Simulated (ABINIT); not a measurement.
## MoP: band structure with PBE

MoP:

```
Mo P
1.0
     3.22300    0.00000    0.00000
    -1.61150    2.79120    0.00000
     0.00000    0.00000    3.19100
Mo P
1 1
Direct
  0.00000 0.00000 0.00000
  0.33333 0.66667 0.50000
```

```json
{"Program": "ABINIT 10.8.3 (patched build)", "Task": "band structure", "Functional": "PBE", "Potentials or basis": "PseudoDojo NC SR PBE v0.4 stringent", "Cutoff": "1088 eV", "k mesh": "10 × 10 × 8", "Occupations": "fermi-dirac, width 0.05 eV", "Spin": "no spin polarisation"}
```

The pressure is 2.7 GPa and the band gap on the k mesh is none (metal or under the smearing width). The valence electrons inside the program's atomic spheres are Mo 10.60; P 2.91.

Stress tensor (GPa, compression positive):
```
2.95 0.00 0.00
0.00 2.95 0.00
0.00 0.00 2.35
```

Levels at the corners of the path, in eV from the Fermi level:
| point | band 8 | band 9 | band 10 | band 11 | band 12 | band 13 |
| --- | --- | --- | --- | --- | --- | --- |
| Γ | -3.29 | -0.70 | 0.29 | 0.29 | 4.14 | 4.14 |
| M | -3.72 | -1.26 | -0.41 | 1.73 | 2.37 | 4.66 |
| K | -3.74 | -1.51 | -0.06 | 0.69 | 0.81 | 6.84 |
| Γ | -3.29 | -0.70 | 0.29 | 0.29 | 4.14 | 4.14 |
| A | -2.71 | -1.66 | -1.66 | 1.34 | 2.95 | 2.95 |
| L | -4.42 | -1.03 | 1.45 | 1.85 | 3.56 | 5.07 |
| H | -3.24 | -1.30 | 1.56 | 3.30 | 4.23 | 4.29 |
| A | -2.71 | -1.66 | -1.66 | 1.34 | 2.95 | 2.95 |

Run time: 83 s on 1 thread of Intel(R) Xeon(R) 6975P-C (Granite Rapids), on a shared host, peak memory 0.13 GiB.
